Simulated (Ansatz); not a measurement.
# Ga2O3: the cost of one run

Computed with Ansatz 0.2.0 (DFT r2SCAN, scalar-relativistic, plane waves, PAW, unless a step's input says otherwise).

1 further run of the same task is left out (set aside as unsound or not needed).

## (1) Starting point

The structure is monoclinic, space group C2/m (No. 12). The conventional cell has a = 12.256 Å, b = 3.039 Å, c = 5.808 Å, α = 90.00°, β = 103.81°, γ = 90.00°. Around Ga (site symmetry m) lie 4 O at 1.83 to 1.87 Å. Ga (site symmetry m) has 6 O at 1.94 to 2.08 Å as nearest neighbours. O (site symmetry m) has 3 Ga at 1.83 to 1.94 Å as nearest neighbours. O (site symmetry m) has 4 Ga at 1.87 to 2.08 Å as nearest neighbours. O (site symmetry m) is surrounded by 3 Ga at 1.84 to 1.94 Å.

Structure file:

```cif
data_structure
_symmetry_space_group_name_H-M 'C2/m'
_symmetry_Int_Tables_number 12
_cell_length_a 12.2557
_cell_length_b 3.0391
_cell_length_c 5.8084
_cell_angle_alpha 90.000
_cell_angle_beta 103.806
_cell_angle_gamma 90.000
_cell_volume 210.09
loop_
_atom_site_label
_atom_site_type_symbol
_atom_site_symmetry_multiplicity
_atom_site_Wyckoff_symbol
_atom_site_fract_x
_atom_site_fract_y
_atom_site_fract_z
_atom_site_occupancy
Ga1 Ga 4 i 0.09052 0.00000 0.79479 1
Ga2 Ga 4 i 0.15873 0.50000 0.31448 1
O1 O 4 i 0.16421 0.00000 0.10916 1
O2 O 4 i 0.17334 0.00000 0.56352 1
O3 O 4 i 0.49629 0.00000 0.25624 1
```

It is the result of an earlier relaxation at this level (volume 10.50 Å³/atom; gap on the mesh: 3.03 eV).

## (2) Static run: bands, density of states and charges

The input, input.yaml:

```yaml
crystal:
  lattice:
    - [6.1278415937, -1.5195305738, 0.0025319681]
    - [6.1278415937, 1.5195305738, 0.0025319681]
    - [-1.3883847064, 0.0, 5.6399773721]
  atoms:
    - { symbol: Ga, position: [0.0905209735, 0.0905209735, 0.7947888383] }
    - { symbol: Ga, position: [0.9094790265, 0.9094790265, 0.2052111617] }
    - { symbol: Ga, position: [0.6587278751, 0.6587278751, 0.3144766582] }
    - { symbol: Ga, position: [0.3412721249, 0.3412721249, 0.6855233418] }
    - { symbol: O, position: [0.1642143313, 0.1642143313, 0.1091577331] }
    - { symbol: O, position: [0.8357856687, 0.8357856687, 0.8908422669] }
    - { symbol: O, position: [0.1733419984, 0.1733419984, 0.5635248269] }
    - { symbol: O, position: [0.8266580016, 0.8266580016, 0.4364751731] }
    - { symbol: O, position: [0.4962851431, 0.4962851431, 0.2562373613] }
    - { symbol: O, position: [0.5037148569, 0.5037148569, 0.7437626387] }
basis:
  ecutwfc: 500
kpoints:
  mp_grid: { grid: [8, 8, 4] }
  band_path:
    path:
      - [[0.0, 0.0, 0.0], [-0.26630072, 0.26630072, 0.0]]
      - [[-0.73369928, -0.26630072, 0.0], [-0.5, -0.5, 0.0], [0.0, 0.0, 0.0], [-0.5, -0.5, 0.5], [-0.74190693, -0.25809307, 0.5]]
      - [[-0.25809307, 0.25809307, 0.5], [0.0, 0.0, 0.5], [0.0, 0.0, 0.0]]
      - [[-0.5, 0.0, 0.5], [0.0, 0.0, 0.0], [-0.5, 0.0, 0.0]]
    npoints: 14
hamiltonian:
  xc: r2scan
scf:
  occupations: { method: gaussian, width: 0.02 }
  n_extra_bands: 25
output:
  forces: true
  stress: true
  eigenvalues: true
  populations: true
  dos: { projected: true, de: 0.02, nscf_kmesh: { grid: [12, 12, 6] } }
  bader: true
  write_density: true
  write_potential: true
  elf: true
  volumetric_format: npy
```

Launch:

```console
$ ansatz run input.yaml --threads 2 --pin off --max-ram 5120MiB --backend cpu --events-out ev --progress --plain --runs-dir out
```

Q: Estimate wall time and peak memory on 2 threads of Intel Xeon Platinum 8488C (Sapphire Rapids), shared host.

About 2 min, with a peak of 1.5 GiB.
